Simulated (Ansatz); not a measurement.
MgO in the CsCl structure, relaxed with r2SCAN, was run in the PAW code Ansatz under altered settings. All numbers are computed, without spin polarisation but where a row says otherwise.

```yaml
crystal:
  lattice:
    - [2.62335, 0.00000, 0.00000]
    - [0.00000, 2.62335, 0.00000]
    - [0.00000, 0.00000, 2.62335]
  atoms:
    - { symbol: Mg, position: [0.00000, 0.00000, 0.00000] }
    - { symbol: O, position: [0.50000, 0.50000, 0.50000] }
```

The base run's other keys:
```yaml
kpoints:
  mp_grid: { grid: [4, 4, 4] }
hamiltonian:
  xc: hse06
scf:
  occupations: { method: fixed }
  n_extra_bands: 4
```

It takes 12 iterations with 365 plane waves at 420 eV and 10 k points, and leaves a mean stress of -0.68 GPa. The gap over this mesh is 4.205 eV. It ran on 4 threads of Arm Neoverse N1 (shared host).

Outcomes, with energy and stress as changes against the base:

| setting | outcome | ΔF (meV/atom) | Δ mean stress (GPa) | gap on the mesh (eV) | iterations | wall time |
| --- | --- | --- | --- | --- | --- | --- |
| scf.exx.ecutfock_ratio: 2 | converged | +0.3 | 0.0 | 4.204 | 12 | 2.9 s |
| PBE hybrid, exx coeff 0.5, unscreened | converged | – | -6.1 | 7.430 | 15 | 3.4 s |
| PBE hybrid, exx coeff 1.0, unscreened | converged | – | -17.4 | 12.617 | 20 | 3.9 s |
| scf.exx.ecutfock_ratio: 4 | converged | 0.0 | 0.0 | 4.205 | 12 | 3 s |
| scf.convergence.dr2_threshold: 0.0001 | converged, warned | 0.0 | 0.0 | 4.205 | 12 | 3.2 s |

A dash marks a value that wasn't obtained or can't be compared. Stress is positive in compression. The base took 3.2 s.

- PBE hybrid, exx coeff 0.5, unscreened. That is 50 % exact exchange, at all ranges, against HSE06's 25 % screened at 0.208 1/Å. The mean stress moves by -6.1 GPa and the gap on the mesh by +3.226 eV (to 7.430). Totals of different functionals aren't comparable.
- PBE hybrid, exx coeff 1.0, unscreened. That is 100 % exact exchange, at all ranges, against HSE06's 25 % screened at 0.208 1/Å. The mean stress moves by -17.4 GPa and the gap on the mesh by +8.412 eV (to 12.617). Totals of different functionals aren't comparable.
- scf.convergence.dr2_threshold: 0.0001. It converges in 12 iterations, as the base does. Even so loose a threshold leaves the results unchanged here, which can't be counted on. Warned: force scf threshold loose.

Within 1 meV an atom, 0.1 GPa and 0.005 eV of the base stay: scf.exx.ecutfock_ratio: 2; scf.exx.ecutfock_ratio: 4; scf.convergence.dr2_threshold: 0.0001.

The meshes of the hybrids are coarse, so their gaps aren't converged to the digits shown.
